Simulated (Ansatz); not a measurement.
# TiTe₂: levels along high-symmetry lines

```
Ti Te
1.0
     3.77700    0.00000    0.00000
    -1.88850    3.27098    0.00000
     0.00000    0.00000    6.49800
Ti Te
1 2
Direct
  0.00000 0.00000 0.00000
  0.66667 0.33333 0.26280
  0.33333 0.66667 0.73720
```

Atom numbers follow the list: Ti1, Te2, Te3.

The cell is COD entry 1008063, as deposited and not checked against the literature; nothing was relaxed.

No spin–orbit coupling, which matters for the heavy atoms here.

Level of theory: DFT, PBEsol, all-electron LAPW, scalar-relativistic in Ansatz 0.2.0.

Numerical set-up: a Γ-centred 13×13×7 k mesh, Fermi–Dirac smearing of 0.03 eV, basis error target 1 meV/atom, no spin polarisation.

Points in fractions of the reciprocal vectors of this cell: Γ (0, 0, 0), M (0.5, 0, 0), K (0.333, 0.333, 0), A (0, 0, 0.5), L (0.5, 0, 0.5), H (0.333, 0.333, 0.5). The path runs Γ–M–K–Γ–A–L–H–A–L. Energies are in eV from the Fermi level; (×n) counts levels within 4 meV of each other, which need not be degenerate by symmetry.

(1) Is there a gap?

(2) List the levels between -5 and 2 eV at the symmetry points.

Answers

(1) none: bands cross the Fermi level, a metal.

(2) 
Γ: -1.69 (×2), 0.31, 0.37 (×2), 0.57, 1.06 (×2)
M: -4.97, -3.71, -2.73, -2.42, -1.76, -1.15, -0.01, 1.13, 1.45
K: -4.26, -3.69 (×2), -2.38, -2.36 (×2), 0.94, 1.40 (×2)
A: -3.33, -2.68, -1.61 (×2), 0.36 (×2), 0.75 (×2), 0.99
L: -4.57, -2.42, -2.03, -0.99, -0.62, -0.31, 1.12, 1.43
H: -4.09 (×2), -3.72, -3.25, -1.71 (×2), 0.95, 0.96 (×2)
